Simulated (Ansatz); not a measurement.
LiF in the CsCl-type structure, relaxed with r2SCAN in Ansatz 0.2.0. Space group Pm-3m (No. 221), cubic; a = 2.516 Å in the conventional setting, 7.97 Å³ an atom. Li has 8 F at 2.18 Å; F has 8 Li at 2.18 Å.

The axes x, y and z are those of this cell:
```
CELL_PARAMETERS angstrom
2.51626 0.00000 0.00000
0.00000 2.51626 0.00000
0.00000 0.00000 2.51626
ATOMIC_POSITIONS crystal
Li 0.00000 0.00000 0.00000
F 0.50000 0.50000 0.50000
```

Unstrained: With PBE the valence top lies at M and the conduction bottom at Γ, 7.935 eV higher; the smallest vertical gap, at Γ, is 8.655 eV. The r2SCAN gap is indirect, 8.910 eV (M to Γ), below the direct gap of 9.643 eV at Γ. HSE06 gives an indirect gap of 10.167 eV, from M to Γ; the least direct gap is 10.927 eV at Γ. Meshes: PBE 10×10×10, r2SCAN 10×10×10, HSE06 8×8×8. Strains are changes of length per length. After each strain the atoms were relaxed again with r2SCAN within the symmetry that the strain leaves, so tilts or polar shifts that break it weren't tested; points keep the names that they have in the unstrained zone. The cell comes from a prototype generator: it can be a known phase or a hypothetical one. Spin polarisation is off.

Task: One strain changed the r2SCAN stress by xx -10.92, yy -10.92, zz -0.02 GPa (compression positive) and the gap by -1.218 eV (PBE), -1.261 eV (r2SCAN), -1.284 eV (HSE06). Which kind of strain was it, and roughly how large?

Result: Epitaxial +5.78 % in the xy plane, free normal strain +1.35 %. The pattern of the stress gives the kind; the size needs the stiffness, so it is an estimate.

Task: Estimate what biaxial +5.69 % in x and y, z held does to the gap.

Result: PBE: the gap goes from 7.935 to 6.748 eV (-1.187 eV). r2SCAN: the gap goes from 8.910 to 7.684 eV (-1.226 eV). HSE06: the gap goes from 10.167 to 8.924 eV (-1.243 eV). The r2SCAN energy rises by 36.3 meV an atom.

Task: Apply uniaxial -3.87 % along x, other directions held. How far does the gap move, against the unstrained cell?

Result: PBE: the gap goes from 7.935 to 8.055 eV (+0.120 eV). r2SCAN: the gap goes from 8.910 to 9.044 eV (+0.134 eV). HSE06: the gap goes from 10.167 to 10.321 eV (+0.154 eV). The r2SCAN energy rises by 11.7 meV an atom.

The meshes of the hybrids are coarse, so their gaps aren't converged to the digits shown.
